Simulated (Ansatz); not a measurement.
**Ruthenium, fcc under BLYP: structure, energy and stiffness, part 1 of 2**

What does BLYP give for ruthenium in the fcc structure? We relax it, solve it on a dense k-mesh, then scale the cell to 7 volumes from 88 to 112 % of the relaxed one and try a fit of the equation of state. Spin polarisation is left out. The k-meshes are 14×14×14 for the relaxation; 23×23×23 for the dense run; 16×16×16 for the volumes.

This is Ru in the fcc structure; at room conditions it is hcp.

Computed with Ansatz 0.2.0 (DFT BLYP, plane waves (420 eV) with PAW, scalar-relativistic; the PAW data stem from PBE, with regenerated cores, unless a step says otherwise).

**1. The starting structure**

Symmetry: Fm-3m, No. 225, cubic system. Conventional cell: a = 3.785 Å, b = 3.785 Å, c = 3.785 Å, α = 90.00°, β = 90.00°, γ = 90.00°. Ru (site symmetry m-3m) is surrounded by 12 Ru at 2.68 Å.

Structure file:

```
CELL_PARAMETERS angstrom
0.00000 1.89243 1.89243
1.89243 0.00000 1.89243
1.89243 1.89243 0.00000
ATOMIC_POSITIONS crystal
Ru 0.00000 0.00000 0.00000
```

**2. Geometry optimisation**

input.yaml

```yaml
crystal:
  lattice:
    - [0.0, 1.8924348942, 1.8924348942]
    - [1.8924348942, 0.0, 1.8924348942]
    - [1.8924348942, 1.8924348942, 0.0]
  atoms:
    - { symbol: Ru, position: [0.0, 0.0, 0.0] }
hamiltonian:
  xc: blyp
  pseudopotentials:
    kind: paw
    azcp:
      Ru: "pseudopotentials/Ru.paw.azcp"
basis:
  ecutwfc: 420
  fft_grid_basis: typed
kpoints:
  mp_grid: { grid: [14, 14, 14], shift: [0, 0, 0] }
magnetization:
  spin_polarized: false
scf:
  occupations: { method: fermi_dirac, width: 0.1 }
relax:
  max_steps: 60
  f_tol: 0.01
  cell: {}
```

What it wrote:

```text
Warning: RAYON_NUM_THREADS=2 ignored (pool sized by the plan → 2); use --threads N
Engine: ansatz 0.2.0, x86_64-unknown-linux-gnu
Pseudopotentials: kind: paw
Pseudopotential: Ru, paw, valence charge 16, recommended cutoff 420 eV (normal), <dir>
Functional definition: BLYP
  parameter beta = 0.0042
  parameter a = 0.04918
  parameter b = 0.132
  parameter c = 0.2533
  parameter d = 0.349
  exchange = b88_x(beta = beta)
  correlation = lyp_c(a = a, b = b, c = c, d = d)
Crystal: 1 atoms, lattice volume = 13.555 Å³
Basis set: ecut = 420 eV, 283 PW (Γ), exchange–correlation on 36×36×36 points (8 copies of the dense FFT grid, shifted against one another)
Bands: 12, of which v1, the nominal top of the filled ones, is band 8 counted from 1 (7 counted from 0)
Symmetry: 48 space group operations
Space group: Fm-3m (ITA 225), of the structure as read, at distance tolerance 2.4e-5 Å
k-points: 104 of 2744
Non-local potential: Ru, projectors of the file, l = 0: 3, l = 1: 2, l = 2: 2, l = 3: 1
PAW form: soft (Blöchl's): semilocal exchange-correlation on the pseudo side does not see the compensation charge
PAW frozen core: Ru, regenerated for the run's functional, and the local potential with it (the file was generated under x = pbe(κ = 0.804, μ = 0.2195149727645171), c = pbe(β = 0.06672455060314922))
PAW one-centre angular grid: Ru, 590 points (default); XC on 64 Gauss nodes
Initial density: superposition of atomic densities (neutral atoms: chi_scale 0, normalization atom), corrected by the library's trained network
Initial wavefunctions: pseudopotential atomic-orbital guess
Functional: x = b88, c = lyp
SCF iter   1: F=—  HF=-5892.304448 eV  |F-HF|=—  |Δ(HF+E_count)|=         —  Δρ=1.89e-2  dr2=4.40e-2  ethr=1.77e-3  ⟨swp⟩=5.1  Hψ=7055  notcnv=0
preconditioner: auto → none  [metal: Δε(μ)=0.030 eV  Ē_g=11.679 eV  σ=0.100 eV  W_gap=0.08  n_scr=0 (ndim 8)  ℏωp=28.5 eV  f_vac=0.000  D(μ)=1.31/eV (n_scr^D=14)]
SCF iter   2: F=—  HF=-5892.293325 eV  |F-HF|=—  |Δ(HF+E_count)|=   1.11e-2  Δρ=6.64e-3  dr2=2.47e-3  ethr=2.75e-4  ⟨swp⟩=2.9  Hψ=3030  notcnv=0
SCF iter   3: F=—  HF=-5892.292848 eV  |F-HF|=—  |Δ(HF+E_count)|=   4.77e-4  Δρ=2.84e-3  dr2=3.40e-4  ethr=1.54e-5  ⟨swp⟩=2.6  Hψ=1949  notcnv=0
SCF iter   4: F=—  HF=-5892.292966 eV  |F-HF|=—  |Δ(HF+E_count)|=   1.17e-4  Δρ=3.69e-4  dr2=6.50e-6  ethr=2.12e-6  ⟨swp⟩=1.8  Hψ=1580  notcnv=0
SCF iter   5: F=—  HF=-5892.292971 eV  |F-HF|=—  |Δ(HF+E_count)|=   5.20e-6  Δρ=2.23e-5  dr2=2.57e-8  ethr=4.06e-8  ⟨swp⟩=2.5  Hψ=1914  notcnv=0
SCF iter   6: F=-5892.292971 eV  HF=-5892.292971 eV  |F-HF|=5.46e-12  |Δ(HF+E_count)|=   1.41e-8  Δρ=2.58e-6  dr2=3.69e-10  ethr=1.61e-10  ⟨swp⟩=2.2  Hψ=4468  notcnv=0
SCF 1 converged in 6 iterations: F = -5892.292971 eV  dr2 = 3.69e-10
relax step   1: F+E_penalty+E_count = -5892.29297073 eV  Δ(F+E_penalty+E_count) = +0.000e0 eV  max|allowed force component| = 0.000e0 eV/Å  Δτ_max = 0.0000 Å  P = +21.204 GPa  Ω = 13.555 Å³  (6 SCF iters, dr2 threshold 1.00e-7 eV, accepted)
Crystal: 1 atoms, lattice volume = 15.403 Å³
Basis set: ecut = 420 eV, 307 PW (Γ), exchange–correlation on 36×36×36 points (8 copies of the dense FFT grid, shifted against one another)
Initial density: handed on by an earlier stage of this run
Initial wavefunctions: those handed on with the density
iter 1 solved again at ethr=6.45e-5 eV; its pass at ethr=3.10e-3 eV (dr2=1.03e-2 eV) is discarded
SCF iter   1: F=—  HF=-5892.313304 eV  |F-HF|=—  |Δ(HF+E_count)|=         —  Δρ=8.91e-3  dr2=1.04e-2  ethr=6.45e-5  ⟨swp⟩=2.0  Hψ=8924  notcnv=0
preconditioner: auto → none  [metal: Δε(μ)=0.016 eV  Ē_g=10.444 eV  σ=0.100 eV  W_gap=0.04  n_scr=0 (ndim 8)  ℏωp=26.8 eV  f_vac=0.000  D(μ)=1.53/eV (n_scr^D=14)]
SCF iter   2: F=—  HF=-5892.311517 eV  |F-HF|=—  |Δ(HF+E_count)|=   1.79e-3  Δρ=4.53e-3  dr2=1.20e-3  ethr=6.45e-5  ⟨swp⟩=2.1  Hψ=1802  notcnv=0
SCF iter   3: F=—  HF=-5892.311432 eV  |F-HF|=—  |Δ(HF+E_count)|=   8.53e-5  Δρ=1.88e-3  dr2=2.30e-4  ethr=7.52e-6  ⟨swp⟩=3.0  Hψ=2175  notcnv=0
SCF iter   4: F=—  HF=-5892.311473 eV  |F-HF|=—  |Δ(HF+E_count)|=   4.10e-5  Δρ=8.24e-4  dr2=4.29e-5  ethr=1.44e-6  ⟨swp⟩=1.0  Hψ=1248  notcnv=0
SCF iter   5: F=—  HF=-5892.311482 eV  |F-HF|=—  |Δ(HF+E_count)|=   9.39e-6  Δρ=1.75e-4  dr2=1.95e-6  ethr=2.68e-7  ⟨swp⟩=1.1  Hψ=1302  notcnv=0
SCF iter   6: F=-5892.311483 eV  HF=-5892.311483 eV  |F-HF|=6.22e-9  |Δ(HF+E_count)|=   5.23e-7  Δρ=1.80e-5  dr2=2.12e-8  ethr=6.25e-10  ⟨swp⟩=3.0  Hψ=4965  notcnv=0
SCF 2 converged in 6 iterations: F = -5892.311483 eV  dr2 = 2.12e-8
relax step   2: F+E_penalty+E_count = -5892.31148282 eV  Δ(F+E_penalty+E_count) = -1.851e-2 eV  max|allowed force component| = 0.000e0 eV/Å  Δτ_max = 0.0000 Å  P = -13.629 GPa  Ω = 15.403 Å³  energy of the carried Pulay correction = -5.303e-4 eV  (6 SCF iters, dr2 threshold 1.00e-7 eV, accepted)
Crystal: 1 atoms, lattice volume = 14.623 Å³
iter 1 solved again at ethr=1.48e-5 eV; its pass at ethr=3.10e-3 eV (dr2=2.36e-3 eV) is discarded
SCF iter   1: F=—  HF=-5892.351633 eV  |F-HF|=—  |Δ(HF+E_count)|=         —  Δρ=3.96e-3  dr2=2.01e-3  ethr=1.48e-5  ⟨swp⟩=1.9  Hψ=8796  notcnv=0
preconditioner: auto → none  [metal: Δε(μ)=0.025 eV  Ē_g=10.940 eV  σ=0.100 eV  W_gap=0.06  n_scr=0 (ndim 8)  ℏωp=27.5 eV  f_vac=0.000  D(μ)=1.43/eV (n_scr^D=14)]
SCF iter   2: F=—  HF=-5892.351204 eV  |F-HF|=—  |Δ(HF+E_count)|=   4.29e-4  Δρ=1.86e-3  dr2=1.88e-4  ethr=1.25e-5  ⟨swp⟩=2.2  Hψ=1757  notcnv=0
SCF iter   3: F=—  HF=-5892.351181 eV  |F-HF|=—  |Δ(HF+E_count)|=   2.27e-5  Δρ=7.89e-4  dr2=3.47e-5  ethr=1.17e-6  ⟨swp⟩=2.9  Hψ=2148  notcnv=0
SCF iter   4: F=—  HF=-5892.351187 eV  |F-HF|=—  |Δ(HF+E_count)|=   6.00e-6  Δρ=2.54e-4  dr2=3.40e-6  ethr=2.17e-7  ⟨swp⟩=1.0  Hψ=1248  notcnv=0
SCF iter   5: F=-5892.351188 eV  HF=-5892.351188 eV  |F-HF|=1.43e-8  |Δ(HF+E_count)|=   6.84e-7  Δρ=3.69e-5  dr2=7.80e-8  ethr=6.25e-10  ⟨swp⟩=3.0  Hψ=4954  notcnv=0
SCF 3 converged in 5 iterations: F = -5892.351188 eV  dr2 = 7.80e-8
relax step   3: F+E_penalty+E_count = -5892.35118774 eV  Δ(F+E_penalty+E_count) = -3.970e-2 eV  max|allowed force component| = 0.000e0 eV/Å  Δτ_max = 0.0000 Å  P = -1.987 GPa  Ω = 14.623 Å³  energy of the carried Pulay correction = -3.149e-4 eV  (5 SCF iters, dr2 threshold 1.00e-7 eV, accepted)
Crystal: 1 atoms, lattice volume = 14.498 Å³
iter 1 solved again at ethr=2.65e-7 eV; its pass at ethr=3.10e-3 eV (dr2=4.24e-5 eV) is discarded
SCF iter   1: F=—  HF=-5892.351920 eV  |F-HF|=—  |Δ(HF+E_count)|=         —  Δρ=6.44e-4  dr2=4.83e-5  ethr=2.65e-7  ⟨swp⟩=2.0  Hψ=8569  notcnv=0
preconditioner: auto → none  [metal: Δε(μ)=0.026 eV  Ē_g=11.027 eV  σ=0.100 eV  W_gap=0.06  n_scr=0 (ndim 8)  ℏωp=27.6 eV  f_vac=0.000  D(μ)=1.42/eV (n_scr^D=14)]
SCF iter   2: F=—  HF=-5892.351912 eV  |F-HF|=—  |Δ(HF+E_count)|=   8.72e-6  Δρ=3.19e-4  dr2=5.20e-6  ethr=2.65e-7  ⟨swp⟩=2.3  Hψ=1772  notcnv=0
SCF iter   3: F=—  HF=-5892.351911 eV  |F-HF|=—  |Δ(HF+E_count)|=   2.76e-7  Δρ=1.31e-4  dr2=9.93e-7  ethr=3.25e-8  ⟨swp⟩=2.6  Hψ=2102  notcnv=0
SCF iter   4: F=-5892.351912 eV  HF=-5892.351912 eV  |F-HF|=1.83e-8  |Δ(HF+E_count)|=   1.81e-7  Δρ=3.45e-5  dr2=6.20e-8  ethr=6.25e-10  ⟨swp⟩=2.8  Hψ=4540  notcnv=0
SCF 4 converged in 4 iterations: F = -5892.351912 eV  dr2 = 6.20e-8
relax step   4: F+E_penalty+E_count = -5892.35191170 eV  Δ(F+E_penalty+E_count) = -7.240e-4 eV  max|allowed force component| = 0.000e0 eV/Å  Δτ_max = 0.0000 Å  P = +0.246 GPa  Ω = 14.498 Å³  energy of the carried Pulay correction = -2.792e-4 eV  (4 SCF iters, dr2 threshold 1.00e-7 eV, accepted)
Crystal: 1 atoms, lattice volume = 14.511 Å³
iter 1 solved again at ethr=1.54e-9 eV; its pass at ethr=3.10e-3 eV (dr2=2.47e-7 eV) is discarded
SCF iter   1: F=—  HF=-5892.351918 eV  |F-HF|=—  |Δ(HF+E_count)|=         —  Δρ=4.73e-5  dr2=3.32e-7  ethr=1.54e-9  ⟨swp⟩=2.0  Hψ=8236  notcnv=0
preconditioner: auto → none  [metal: Δε(μ)=0.026 eV  Ē_g=11.018 eV  σ=0.100 eV  W_gap=0.06  n_scr=0 (ndim 8)  ℏωp=27.6 eV  f_vac=0.000  D(μ)=1.42/eV (n_scr^D=14)]
SCF iter   2: F=-5892.351918 eV  HF=-5892.351918 eV  |F-HF|=1.58e-8  |Δ(HF+E_count)|=   1.09e-7  Δρ=1.76e-5  dr2=2.23e-8  ethr=6.25e-10  ⟨swp⟩=3.0  Hψ=4681  notcnv=0
SCF 5 converged in 2 iterations: F = -5892.351918 eV  dr2 = 2.23e-8
relax step   5: F+E_penalty+E_count = -5892.35191806 eV  Δ(F+E_penalty+E_count) = -6.367e-6 eV  max|allowed force component| = 0.000e0 eV/Å  Δτ_max = 0.0000 Å  P = -0.003 GPa  Ω = 14.511 Å³  energy of the carried Pulay correction = -2.831e-4 eV  (2 SCF iters, dr2 threshold 1.00e-7 eV, accepted)
Basis set: ecut = 420 eV, 283 PW (Γ), exchange–correlation on 40×40×40 points (8 copies of the dense FFT grid, shifted against one another)
Initial wavefunctions: pseudopotential atomic-orbital guess (no wavefunctions were taken with the density)
iter 1 solved again at ethr=2.51e-7 eV; its pass at ethr=3.10e-3 eV (dr2=4.02e-5 eV) is discarded
SCF iter   1: F=—  HF=-5892.352251 eV  |F-HF|=—  |Δ(HF+E_count)|=         —  Δρ=2.03e-4  dr2=2.95e-7  ethr=2.51e-7  ⟨swp⟩=3.2  Hψ=10454  notcnv=0
SCF iter   2: F=—  HF=-5892.352270 eV  |F-HF|=—  |Δ(HF+E_count)|=   1.84e-5  Δρ=1.02e-4  dr2=7.60e-8  ethr=1.85e-9  ⟨swp⟩=1.9  Hψ=1581  notcnv=0
SCF iter   3: F=—  HF=-5892.352276 eV  |F-HF|=—  |Δ(HF+E_count)|=   6.14e-6  Δρ=2.46e-6  dr2=6.28e-10  ethr=4.75e-10  ⟨swp⟩=2.0  Hψ=1674  notcnv=0
SCF iter   4: F=—  HF=-5892.352276 eV  |F-HF|=—  |Δ(HF+E_count)|=  1.09e-10  Δρ=1.05e-6  dr2=2.69e-11  ethr=3.93e-12  ⟨swp⟩=2.7  Hψ=2143  notcnv=0
SCF iter   5: F=-5892.352276 eV  HF=-5892.352276 eV  |F-HF|=6.37e-12  |Δ(HF+E_count)|=  2.06e-10  Δρ=2.12e-7  dr2=1.31e-12  ethr=1.00e-12  ⟨swp⟩=5.0  Hψ=4658  notcnv=0
SCF 6 converged in 5 iterations: F = -5892.352276 eV  dr2 = 1.31e-12
relax step   6: F+E_penalty+E_count = -5892.35227568 eV  Δ(F+E_penalty+E_count) = -3.576e-4 eV  max|allowed force component| = 0.000e0 eV/Å  Δτ_max = 0.0000 Å  P = +0.038 GPa  Ω = 14.511 Å³  stress off target by 3.79e-2 GPa  SCF on the basis re-selected at this cell (its energy is not comparable with the rows above)  (5 SCF iters)
basis re-selected at this cell: Δ(F+E_penalty+E_count) = -3.576e-4 eV, ΔP = +0.041 GPa vs the last step (what re-selecting the basis moved, of the pressure what is left beyond the Pulay correction that the steps carried, after the strain that the cell walked since its last selection, with what the two solves' SCF thresholds leave and, on support functions, any second-order correction that the steps lacked; it is no measure of the basis error at this ecutwfc). The dense FFT grid was sized anew with the basis: this SCF ran on 20×20×20 points, the steps before it on 18×18×18, so part of this shift can come from that change (see relax.cell in the input reference). This SCF's stress stands 3.79e-2 GPa from its target on what of the cell is left free (relax.cell.stress_tol is 5.00e-2 GPa) and its largest allowed force component is 0.00e0 eV/Å (relax.f_tol is 1.00e-2 eV/Å): within both
SCF converged after 5 iterations
Free energy (F): -5892.352276 eV
Harris-Foulkes:  -5892.352276 eV  (|F-HF|=6.37e-12)
Internal energy: -5892.307168 eV  (E = F + TS)
E sigma→0 (E₀):  -5892.329722 eV
Entropy (-TS):   -0.045108 eV (-45.108 meV/atom)
Fermi energy:    22.076495 eV
--- Per-component energies (eV) ---
  E_band       = -70.572586
  E_kinetic    = 513.546929
  E_local      = -1331.188073  (includes V_loc(G=0)·N_el)
  E_nonlocal   = 343.530190
  E_hartree    = 429.143184
  E_xc         = -186.716286
  E_vxc        = -233.977854  (∫ρ·V_xc dr)
  E_paw        = -3478.158698  (= ΣΔE_a)
  E_vpaw       = -220.769914  (= ΣTr[D̂ρ^β])
  E_aug_tail   = -0.000209  (compensation charges beyond the density's cutoff)
  E_ewald      = -2182.553279
  E_core_change = 0.089075  (= ΣΔE_core)
  E_smearing   = -0.045108  (= −TS)
  E_closure    = 0.000000  (closes the sum)
  Σ components = -5892.352276   (vs F -5892.352276, Δ=0.00e0)
--- Forces (eV/Å), atoms counted from 1 ---
  atom   1  Ru    -0.00000000    -0.00000000     0.00000000
  max |Σ_I F_I| component: 2.47e-32 eV/Å
--- Stress (GPa, compression-positive) ---
        0.037873      -0.000000      -0.000000
       -0.000000       0.037873      -0.000000
       -0.000000      -0.000000       0.037873
  P = ⅓ Tr σ = 0.0379 GPa (0.379 kbar)
--- Relaxed structure (5 steps of the walk, 5 accepted, 1 SCFs on fresh bases) ---
  F+E_penalty+E_count = -5892.35227568 eV   max|allowed force component| = 0.000e0 eV/Å   (the final SCF, on the basis selected at the relaxed cell)
  cell:  # Å, volume = 14.5114 Å³
    - [5.867644827871824e-34, 1.9359458028918168, 1.9359458028918168]
    - [1.9359458028918168, 7.969474848960263e-34, 1.9359458028918168]
    - [1.9359458028918168, 1.9359458028918168, 9.999667614557595e-34]
  atoms:
    - { symbol: Ru, position: [0.0, 0.0, 0.0] }
```

Wall time 4 s (2 threads of an x86-64 CPU, shared host); peak memory 0.35 GiB.

The walk, from the log:

| step | energy change (meV/atom) | largest force (eV/Å) | pressure (GPa) | volume (Å³/atom) |
| --- | --- | --- | --- | --- |
| 1 | 0.00 | 0.0000 | 21.20 | 13.555 |
| 2 | -18.51 | 0.0000 | -13.63 | 15.403 |
| 3 | -58.22 | 0.0000 | -1.99 | 14.623 |
| 4 | -58.94 | 0.0000 | 0.25 | 14.498 |
| 5 | -58.95 | 0.0000 | 0.00 | 14.511 |
| 6 | -59.30 | 0.0000 | 0.04 | 14.511 |

Steps that repeat a cell are solved on a basis chosen anew, so their changes of energy are no gain of the relaxation.

The cell of the run, before and after:

|  | before | after | change |
| --- | --- | --- | --- |
| a (Å) | 2.676 | 2.738 | +2.3 % |
| b (Å) | 2.676 | 2.738 | +2.3 % |
| c (Å) | 2.676 | 2.738 | +2.3 % |
| volume (Å³/atom) | 13.555 | 14.511 | +7.1 % |
| shortest distance (Å) | 2.676 | 2.738 | +2.3 % |
| space group (spins left aside) | Fm-3m | Fm-3m | same |

**3. Dense single point**

input.yaml

```yaml
crystal:
  lattice:
    - [0.0, 1.9359458029, 1.9359458029]
    - [1.9359458029, 0.0, 1.9359458029]
    - [1.9359458029, 1.9359458029, 0.0]
  atoms:
    - { symbol: Ru, position: [0.0, 0.0, 0.0] }
hamiltonian:
  xc: blyp
  pseudopotentials:
    kind: paw
    azcp:
      Ru: "pseudopotentials/Ru.paw.azcp"
basis:
  ecutwfc: 420
  fft_grid_basis: typed
kpoints:
  mp_grid: { grid: [23, 23, 23], shift: [0, 0, 0] }
magnetization:
  spin_polarized: false
scf:
  occupations: { method: fermi_dirac, width: 0.1 }
```

What it wrote, shortened:

```text
Warning: RAYON_NUM_THREADS=2 ignored (pool sized by the plan → 2); use --threads N
[...]
Pseudopotentials: kind: paw
Pseudopotential: Ru, paw, valence charge 16, recommended cutoff 420 eV (normal), <dir>
Functional definition: BLYP
[...]
Crystal: 1 atoms, lattice volume = 14.511 Å³
Basis set: ecut = 420 eV, 283 PW (Γ), exchange–correlation on 40×40×40 points (8 copies of the dense FFT grid, shifted against one another)
Bands: 12, of which v1, the nominal top of the filled ones, is band 8 counted from 1 (7 counted from 0)
Symmetry: 48 space group operations
Space group: Fm-3m (ITA 225), of the structure as read, at distance tolerance 2.4e-5 Å
k-points: 364 of 12167
[...]
SCF iter   1: F=—  HF=-5892.365608 eV  |F-HF|=—  |Δ(HF+E_count)|=         —  Δρ=1.74e-2  dr2=4.36e-2  ethr=1.77e-3  ⟨swp⟩=5.0  Hψ=24641  notcnv=0
[...]
SCF iter   6: F=-5892.354606 eV  HF=-5892.354606 eV  |F-HF|=0.00e0  |Δ(HF+E_count)|=   5.55e-9  Δρ=1.98e-6  dr2=2.47e-10  ethr=3.00e-10  ⟨swp⟩=1.0  Hψ=12314  notcnv=0
[...]
SCF converged after 6 iterations
Free energy (F): -5892.354606 eV
[...]
E sigma→0 (E₀):  -5892.334505 eV
Entropy (-TS):   -0.040202 eV (-40.202 meV/atom)
Fermi energy:    22.097699 eV
[...]
```

Wall time 2.2 s (2 threads of an x86-64 CPU, shared host); peak memory 0.38 GiB.

**4. Volume × 0.88**

input.yaml

```yaml
crystal:
  lattice:
    - [0.0, 1.8551858324, 1.8551858324]
    - [1.8551858324, 0.0, 1.8551858324]
    - [1.8551858324, 1.8551858324, 0.0]
  atoms:
    - { symbol: Ru, position: [0.0, 0.0, 0.0] }
hamiltonian:
  xc: blyp
  pseudopotentials:
    kind: paw
    azcp:
      Ru: "pseudopotentials/Ru.paw.azcp"
basis:
  ecutwfc: 420
  fft_grid_basis: typed
kpoints:
  mp_grid: { grid: [16, 16, 16], shift: [0, 0, 0] }
magnetization:
  spin_polarized: false
scf:
  occupations: { method: fermi_dirac, width: 0.1 }
  lower_state_search: "off"
output:
  stress: true
  write_density: true
  write_potential: true
  elf: true
  volumetric_format: npy
```

What it wrote, shortened:

```text
Warning: RAYON_NUM_THREADS=2 ignored (pool sized by the plan → 2); use --threads N
[...]
Pseudopotentials: kind: paw
Pseudopotential: Ru, paw, valence charge 16, recommended cutoff 420 eV (normal), <dir>
Functional definition: BLYP
[...]
Crystal: 1 atoms, lattice volume = 12.770 Å³
Basis set: ecut = 420 eV, 259 PW (Γ), exchange–correlation on 36×36×36 points (8 copies of the dense FFT grid, shifted against one another)
Bands: 12, of which v1, the nominal top of the filled ones, is band 8 counted from 1 (7 counted from 0)
Symmetry: 48 space group operations
Space group: Fm-3m (ITA 225), of the structure as read, at distance tolerance 2.3e-5 Å
k-points: 145 of 4096
[...]
SCF iter   1: F=—  HF=-5892.144964 eV  |F-HF|=—  |Δ(HF+E_count)|=         —  Δρ=1.75e-2  dr2=3.63e-2  ethr=1.77e-3  ⟨swp⟩=5.1  Hψ=9836  notcnv=0
[...]
SCF iter   6: F=-5892.135281 eV  HF=-5892.135281 eV  |F-HF|=1.42e-10  |Δ(HF+E_count)|=   9.97e-9  Δρ=2.26e-6  dr2=8.63e-11  ethr=2.36e-10  ⟨swp⟩=5.0  Hψ=9858  notcnv=0
[...]
SCF converged after 6 iterations
Free energy (F): -5892.135281 eV
[...]
E sigma→0 (E₀):  -5892.118888 eV
Entropy (-TS):   -0.032785 eV (-32.785 meV/atom)
Fermi energy:    25.809645 eV
[...]
--- Stress (GPa, compression-positive) ---
       45.762195       0.000000       0.000000
       -0.000000      45.762195      -0.000000
        0.000000      -0.000000      45.762195
  P = ⅓ Tr σ = 45.7622 GPa (457.622 kbar)
--- Band table (eV; the first three rows and the last of 145) ---
  k-point 0: bands = ["-47.3605", "-16.6146", "-16.6146", "-16.6146", "17.7366", "22.9353", "22.9353", "22.9353", "25.6039", "25.6039", "40.8348", "46.6567"]
[...]
```

Run time: 1.7 s. Hardware: 2 threads of an x86-64 CPU, shared host; peak memory 0.35 GiB.

Axes a, b and c in the maps are those of this run's conventional cell (a, b, c = 3.710, 3.710, 3.710 Å).

Density in a lattice plane of the grid's cell (edges 3.71 and 3.71 Å, at 0.000 of the third edge), which holds Ru.

Ten even steps from ' ' (0.19 e/Å³) to '@' (10.15 e/Å³):
```
@@@@%%**--..                          ..--**%%@@
%%##**==::..                          ..::==**##
++==--::..                              ..::--==
::::....                                  ....::
                                                
                  ....::::::....                
                ..::--==++==--::..              
              ..::==**##%%##**==::..            
              ..--**%%@@@@@@%%**--..            
              ::==**%%@@@@@@%%**==::            
              ..--**%%@@@@@@%%**--..            
              ..::==**##%%##**==::..            
                ..::--==++==--::..              
                  ....::::::....                
                                                
::::....                                  ....::
++==--::..                              ..::--==
%%##**==::..                          ..::==**##
@@@@%%**--..                          ..--**%%@@
@@@@%%**==::                          ::==**%%@@
```
Columns run along the first of these edges and rows up along the second, over one cell in 24 and 20 even steps from the bottom left corner. Atoms in the plane (fractional): Ru at (0.00, 0.00), Ru at (0.50, 0.50).

ELF in the same plane.

Ten even steps from '0' (0.15) to '9' (0.68):
```
358986311111111111368985
899974211111111111247999
999753122211111222135799
776422222111111122222467
332222222223332222222223
111122222467776422222111
111222135799999753122211
111111247999899974211111
111111368985358986311111
011111379962026997311111
111111368985358986311111
111111247999899974211111
111222135799999753122211
111122222467776422222111
332222222223332222222223
776422222111111122222467
999753122211111222135799
899974211111111111247999
358986311111111111368985
026997311111011111379962
```
Columns run along the first of these edges and rows up along the second, over one cell in 24 and 20 even steps from the bottom left corner. Atoms in the plane (fractional): Ru at (0.00, 0.00), Ru at (0.50, 0.50).

Both are smooth fields of the valence electrons: close to the nuclei they are not physical.

(Continued in part 2 of 2.)
